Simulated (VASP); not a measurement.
# GaSe (P6_3/mmc) in VASP: single point with revPBE

Aim: the single point of GaSe with revPBE.

Everything below comes from runs of VASP 6.6.1. Logs are shortened: lines on timing, memory, paths and dates and some standing lists are left out, and cuts for length are marked.

### 1 Starting point

Symmetry: P6_3/mmc, No. 194, hexagonal system. Conventional cell: a = 3.742 Å, b = 3.742 Å, c = 15.919 Å, α = 90.00°, β = 90.00°, γ = 120.00°. Ga (site symmetry 3m) is surrounded by 1 Ga at 2.32 Å and 3 Se at 2.48 Å. Se (site symmetry 3m) has 3 Ga at 2.48 Å as nearest neighbours.

### 2 Single point, revPBE

File INCAR:

```
SYSTEM = GaSe
ALGO     = Fast           ! electronic algorithm
EDIFF    = 1E-6           ! SCF threshold, eV
ENCUT    = 520            ! plane-wave cutoff, eV
GGA      = RE             ! functional
ISIF     = 2              ! what is computed and relaxed
ISMEAR   = 0              ! smearing method
LASPH    = .TRUE.         ! aspherical terms in the spheres
LCHARG   = .TRUE.         ! write CHGCAR
LELF     = .TRUE.         ! ELF
LREAL    = .FALSE.        ! projectors in reciprocal space
LVHAR    = .TRUE.       
LWAVE    = .FALSE.        ! write WAVECAR
NBANDS   = 48             ! bands
NELM     = 100            ! most SCF steps
PREC     = Accurate       ! precision mode
SIGMA    = 0.01           ! smearing width, eV
```

File KPOINTS:

```
k-points
0
G
  8 8 2
  0 0 0
```

File POSCAR:

```
GaSe
1.0
    3.7420000000      0.0000000000      0.0000000000
   -1.8710000000      3.2406670600      0.0000000000
    0.0000000000      0.0000000000     15.9190000000
Ga Se
4 4
Direct
    0.3333333338      0.6666666677      0.1770000000
    0.6666666662      0.3333333323      0.6770000000
    0.3333333338      0.6666666677      0.3230000000
    0.6666666662      0.3333333323      0.8230000000
    0.3333333338      0.6666666677      0.6000000000
    0.6666666662      0.3333333323      0.1000000000
    0.3333333338      0.6666666677      0.9000000000
    0.6666666662      0.3333333323      0.4000000000
```

Potentials or basis: VASP PAW PBE potentials, release 64 (Ga_d, Se).

Command:

```sh
> cat potpaw_PBE.64/Ga_d/POTCAR potpaw_PBE.64/Se/POTCAR > POTCAR
> mpirun -np 1 vasp_std > vasp.out
```

OUTCAR:

```text
SYSTEM = GaSe
   EDIFF = 1E-6
   ENCUT = 520
   GGA = RE
   ISIF = 2
   ISMEAR = 0
   LASPH = .TRUE.
   LREAL = .FALSE.
   NELM = 100
   PREC = Accurate

 ion  position               nearest neighbor table
   1  0.333  0.667  0.177-   3 2.32   6 2.48   6 2.48   6 2.48
   2  0.667  0.333  0.677-   4 2.32   5 2.48   5 2.48   5 2.48
   3  0.333  0.667  0.323-   1 2.32   8 2.48   8 2.48   8 2.48
   4  0.667  0.333  0.823-   2 2.32   7 2.48   7 2.48   7 2.48
   5  0.333  0.667  0.600-   2 2.48   2 2.48   2 2.48
   6  0.667  0.333  0.100-   1 2.48   1 2.48   1 2.48
   7  0.333  0.667  0.900-   4 2.48   4 2.48   4 2.48
   8  0.667  0.333  0.400-   3 2.48   3 2.48   3 2.48

  LATTYP: Found a hexagonal cell.
 ALAT       =     3.7420000000
 C/A-ratio  =     4.2541421700

  Lattice vectors:

 A1 = (   3.7420000000,   0.0000000000,   0.0000000000)
 A2 = (  -1.8710000000,   3.2406670600,   0.0000000000)
 A3 = (   0.0000000000,   0.0000000000,  15.9190000000)

Analysis of symmetry for initial positions (statically):
=====================================================================
 Subroutine PRICEL returns:
 Original cell was already a primitive cell.

 Routine SETGRP: Setting up the symmetry group for a
 hexagonal supercell.

 Subroutine GETGRP returns: Found 24 space group operations
 (whereof 12 operations were pure point group operations)
 out of a pool of 24 trial point group operations.

The static configuration has the point symmetry D_3d.
 The point group associated with its full space group is D_6h.

Analysis of symmetry for dynamics (positions and initial velocities):
=====================================================================
 Subroutine PRICEL returns:
 Original cell was already a primitive cell.

 Routine SETGRP: Setting up the symmetry group for a
 hexagonal supercell.

 Subroutine GETGRP returns: Found 24 space group operations
 (whereof 12 operations were pure point group operations)
 out of a pool of 24 trial point group operations.

The dynamic configuration has the point symmetry D_3d.
 The point group associated with its full space group is D_6h.

 Subroutine INISYM returns: Found 24 space group operations
 (whereof 12 operations are pure point group operations),
 and found     1 'primitive' translations

----------------------------------------------------------------------------------------

                                     Primitive cell

  volume of cell :     193.0430

  direct lattice vectors                    reciprocal lattice vectors
     3.742000000  0.000000000  0.000000000     0.267236772  0.154289222  0.000000000
    -1.871000000  3.240667060  0.000000000     0.000000000  0.308578444  0.000000000
     0.000000000  0.000000000 15.919000000     0.000000000  0.000000000  0.062818016

  length of vectors
     3.742000000  3.741999999 15.919000000     0.308578444  0.308578444  0.062818016

  position of ions in fractional coordinates (direct lattice)
     0.333333334  0.666666668  0.177000000
     0.666666666  0.333333332  0.677000000
     0.333333334  0.666666668  0.323000000
     0.666666666  0.333333332  0.823000000
     0.333333334  0.666666668  0.600000000
     0.666666666  0.333333332  0.100000000
     0.333333334  0.666666668  0.900000000
     0.666666666  0.333333332  0.400000000

  ion indices of the primitive-cell ions
   primitive index   ion index
                 1           1
                 2           2
                 3           3
                 4           4
                 5           5
                 6           6
                 7           7
                 8           8

----------------------------------------------------------------------------------------

 KPOINTS: k-points

Automatic generation of k-mesh.
 Grid dimensions read from file:
 generate k-points for:    8    8    2

 Generating k-lattice:

  Cartesian coordinates                     Fractional coordinates (reciprocal lattice)
     0.033404596  0.019286153  0.000000000     0.125000000  0.000000000  0.000000000
     0.000000000  0.038572306  0.000000000     0.000000000  0.125000000  0.000000000
     0.000000000  0.000000000  0.031409008     0.000000000  0.000000000  0.500000000

  Length of vectors
     0.038572306  0.038572306  0.031409008

  Shift w.r.t. Gamma in fractional coordinates (k-lattice)
     0.000000000  0.000000000  0.000000000

 Subroutine IBZKPT returns following result:
 ===========================================

 Found     20 irreducible k-points:

 Following reciprocal coordinates:
            Coordinates               Weight
  0.000000  0.000000  0.000000      1.000000
  0.125000 -0.000000  0.000000      6.000000
  0.250000 -0.000000  0.000000      6.000000
  0.375000 -0.000000  0.000000      6.000000
  0.500000 -0.000000  0.000000      3.000000
  0.125000  0.125000  0.000000      6.000000
[... 12 lines left out ...]
  0.250000  0.250000  0.500000      6.000000
  0.375000  0.250000  0.500000      6.000000
   k-points           NKPTS =     20   k-points in BZ     NKDIM =     20   number of bands    NBANDS=     48
   number of dos      NEDOS =    301   number of ions     NIONS =      8
   total plane-waves  NPLWV =  94080
   dimension x,y,z NGX =    28 NGY =   28 NGZ =  120
   dimension x,y,z NGXF=    56 NGYF=   56 NGZF=  240
   ions per type =               4   4
   NGX,Y,Z   is equivalent  to a cutoff of  12.44, 12.44, 12.53 a.u.
   NGXF,Y,Z  is equivalent  to a cutoff of  24.88, 24.88, 25.06 a.u.
 SYSTEM =  GaSe
   PREC   = accura    normal or accurate (medium, high low for compatibility)
   ISTART =      0    job   : 0-new  1-cont  2-samecut
   ICHARG =      2    charge: 1-file 2-atom 10-const
   ISPIN  =      1    spin polarized calculation?
   LNONCOLLINEAR =      F non collinear calculations
   LSORBIT =      F    spin-orbit coupling
   LASPH  =      T    aspherical Exc in radial PAW
   ENCUT  =  520.0 eV  38.22 Ry    6.18 a.u.   6.96  6.96 29.60*2*pi/ulx,y,z
   NELM   =    100;   NELMIN=  2; NELMDL= -5     # of ELM steps
   EDIFF  = 0.1E-05   stopping-criterion for ELM
[... 8 lines left out ...]
   TEBEG  =    0.0;   TEEND  =   0.0 temperature during run
   PSTRESS=    0.0 pullay stress
   NELECT =      76.0000    total number of electrons
   NUPDOWN=      -1.0000    fix difference up-down
   EMIN   =  10.00;   EMAX   =-10.00  energy-range for DOS
   EFERMI =   0.00;   METHOD = LEGACY
   ISMEAR =     0;   SIGMA  =   0.01  broadening in eV -4-tet -1-fermi 0-gaus
   EFERMI_NEDOS =   21; number of points for ismear=-14 and -15
   IALGO  =     68    algorithm
   IMIX   =      4    mixing-type and parameters
     AMIX     =   0.40;   BMIX     =  1.00
     AMIX_MAG =   1.60;   BMIX_MAG =  1.00
  volume/ion in A,a.u.               =      24.13       162.84
  Fermi-wavevector in a.u.,A,eV,Ry     =   1.199853  2.267393 19.587589  1.439647
  Thomas-Fermi vector in A             =   2.335705
   LORBIT       =      0    0 simple, 1 ext, 2 COOP (PROOUT), +10 PAW based schemes
   GGA     = RE    functional components
   LHFCALC =     F    Hartree Fock is set to
   AEXX    =    0.0000 exact exchange contribution
   IVDW    =     0    specifies the selected vdW correction
   LEPSILON=     F    determine dielectric tensor
   LRPA    =     F    only Hartree local field effects (RPA)
 non-spin polarized calculation
 RMM-DIIS sequential band-by-band and
 Gauss-broadening in eV      SIGMA  =   0.01
  energy-cutoff  :      520.00
  volume of cell :      193.04
 maximum number of plane-waves:      5226
 NGX is ok and might be reduce to    28
   NGX = 13   NGY = 13   NGZ = 59

 number of electron      76.0000014 magnetization

 Free energy of the ion-electron system (eV)
  ---------------------------------------------------
  ext. energy  EPLUGINS =         0.00000000
  ---------------------------------------------------
  free energy    TOTEN  =       -27.70276251 eV

  energy without entropy =      -27.70276251  energy(sigma->0) =      -27.70276251

 E-fermi :   3.5832     XC(G=0):  -9.1808

 val. band max:        3.4876874496   @ k =   0.0000   0.0000   0.0000
 cond. band min:       4.7952632508   @ k =   0.0000   0.0000   0.0000
 fundamental gap:      1.3075758011
 Fermi energy:         3.5831651266

 k-point     1 :       0.0000    0.0000    0.0000
  band No.  band energies     occupation
      1     -11.7091      2.00000
      2     -11.7089      2.00000
      3     -11.5272      2.00000
      4     -11.5272      2.00000
      5     -11.5271      2.00000
      6     -11.5271      2.00000
[... 40 lines left out ...]
     47       9.1343      0.00000
     48       9.2518      0.00000

 k-point     2 :       0.1250   -0.0000    0.0000
  band No.  band energies     occupation
      1     -11.7069      2.00000
      2     -11.7067      2.00000
      3     -11.5660      2.00000
      4     -11.5614      2.00000
      5     -11.5275      2.00000
      6     -11.5274      2.00000
[... 40 lines left out ...]
     47       8.6213      0.00000
     48       8.9787      0.00000

 k-point     3 :       0.2500   -0.0000    0.0000
  band No.  band energies     occupation
      1     -11.7026      2.00000
      2     -11.7023      2.00000
      3     -11.6339      2.00000
      4     -11.6263      2.00000
      5     -11.5290      2.00000
      6     -11.5289      2.00000
[... 40 lines left out ...]
     47       8.2447      0.00000
     48       8.7588      0.00000

 k-point     4 :       0.3750   -0.0000    0.0000
  band No.  band energies     occupation
      1     -11.7047      2.00000
      2     -11.7040      2.00000
      3     -11.6760      2.00000
      4     -11.6711      2.00000
      5     -11.5688      2.00000
      6     -11.5630      2.00000
[... 754 lines left out ...]
     47       8.3276      0.00000
     48       8.3280      0.00000

 k-point    19 :       0.2500    0.2500    0.5000
  band No.  band energies     occupation
      1     -11.7022      2.00000
      2     -11.7022      2.00000
      3     -11.6814      2.00000
      4     -11.6814      2.00000
      5     -11.5770      2.00000
      6     -11.5770      2.00000
[... 40 lines left out ...]
     47       9.1055      0.00000
     48       9.1081      0.00000

 k-point    20 :       0.3750    0.2500    0.5000
  band No.  band energies     occupation
      1     -11.7056      2.00000
      2     -11.7056      2.00000
      3     -11.6851      2.00000
      4     -11.6851      2.00000
      5     -11.5865      2.00000
      6     -11.5865      2.00000
[... 40 lines left out ...]
     47       9.2387      0.00000
     48       9.2426      0.00000

------------------------ aborting loop because EDIFF is reached ----------------------------------------

  FORCE on cell =-STRESS in cart. coord.  units (eV):
  Direction    XX          YY          ZZ          XY          YZ          ZX
  --------------------------------------------------------------------------------------
  -------------------------------------------------------------------------------------
  Total        4.2987789      4.2987789      7.8759145      0.0000000      0.0000000      0.0000000
  in kB       35.6780990     35.6780990     65.3668559      0.0000000      0.0000000      0.0000000
  external PRESSURE =      45.5743513 kB  Pullay stress =       0.0000000 kB

 VOLUME and BASIS-vectors are now :
 -----------------------------------------------------------------------------
  energy-cutoff  :      520.00
  volume of cell :      193.04
      direct lattice vectors                 reciprocal lattice vectors
     3.742000000  0.000000000  0.000000000     0.267236772  0.154289222  0.000000000
    -1.871000000  3.240667060  0.000000000     0.000000000  0.308578444  0.000000000
     0.000000000  0.000000000 15.919000000     0.000000000  0.000000000  0.062818016

 POSITION                                       TOTAL-FORCE (eV/Angst)
 -----------------------------------------------------------------------------------
     -0.00000      2.16044      2.81766         0.000000      0.000000     -1.239324
      1.87100      1.08022     10.77716        -0.000000     -0.000000     -1.239324
     -0.00000      2.16044      5.14184         0.000000      0.000000      1.239324
      1.87100      1.08022     13.10134        -0.000000     -0.000000      1.239324
     -0.00000      2.16044      9.55140         0.000000      0.000000      0.190026
      1.87100      1.08022      1.59190         0.000000     -0.000000      0.190026
     -0.00000      2.16044     14.32710         0.000000      0.000000     -0.190026
      1.87100      1.08022      6.36760        -0.000000     -0.000000     -0.190026
 -----------------------------------------------------------------------------------
    total drift:                               -0.000000      0.000001      0.000001

  FREE ENERGIE OF THE ION-ELECTRON SYSTEM (eV)
  ---------------------------------------------------
  free  energy   TOTEN  =       -27.7027625055 eV

  energy  without entropy=      -27.7027625055  energy(sigma->0) =      -27.70276251
```

It took 4.2 min on 1 thread of Intel Xeon Platinum 8488C (Sapphire Rapids), shared host; peak memory 0.36 GiB.

What came out:

```yaml
Free_energy: -27.7028 eV
Pressure: 4.6 GPa
Largest_force: 1.239 eV/Å
Band_gap_on_the_k_mesh: 1.31 eV, direct
```

Forces in eV/Å, atoms in the order of the input:
```
Ga   0.000  0.000 -1.239
Ga   0.000  0.000 -1.239
Ga   0.000  0.000  1.239
Ga   0.000  0.000  1.239
Se   0.000  0.000  0.190
Se   0.000  0.000  0.190
Se   0.000  0.000 -0.190
Se   0.000  0.000 -0.190
```

Caveat: the PAW data sets were made with another functional, which shifts forces and pressure a little; this functional lacks dispersion, which binds the layers, so the pressure and a relaxed spacing across them are unreliable. As with any semilocal functional, this revPBE gap is likely too small.
